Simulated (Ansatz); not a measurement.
Deforming V

```yaml
crystal:
  lattice:
    - [0.00000, 1.90829, 1.90829]
    - [1.90829, 0.00000, 1.90829]
    - [1.90829, 1.90829, 0.00000]
  atoms:
    - { symbol: V, position: [0.00000, 0.00000, 0.00000] }
```

The structure comes from a relaxation in the same program, started in the fcc type, and has space group Fm-3m. Whether it is a known phase or the ground state wasn't checked.

Theory: Ansatz 0.2.0, DFT, PBE, all-electron LAPW, scalar-relativistic.

Sampling and basis: a Γ-centred 19×19×19 k mesh, Fermi–Dirac smearing of 0.05 eV, basis error target 1 meV/atom, spin-polarised from start moments V 1.5 μB (the moments died away, and the run ended non-magnetic).

The unchanged cell is at 0.02 GPa, so energy changes include a term −P ΔV where the volume moves.

In a metal, stresses and small energies carry noise from the k mesh.

x, y and z are the Cartesian axes of the cell as listed; fractional coordinates follow a strain, and an engineering shear is twice the off-diagonal strain component.

With x and y strained by +2 %, z held: energy change +9 meV/atom; stress change (xx, yy, zz, yz, xz, xy) -5.11, -5.11, -9.42, 0.00, 0.00, 0.00 GPa, compression positive.

Problem. With this change (x and y strained by -1.5 %, z held), what becomes of the energy and stress?

Solution. Energy change +5 meV/atom; stress change (xx, yy, zz, yz, xz, xy) 4.21, 4.21, 8.36, 0.00, 0.00, 0.00 GPa, compression positive.
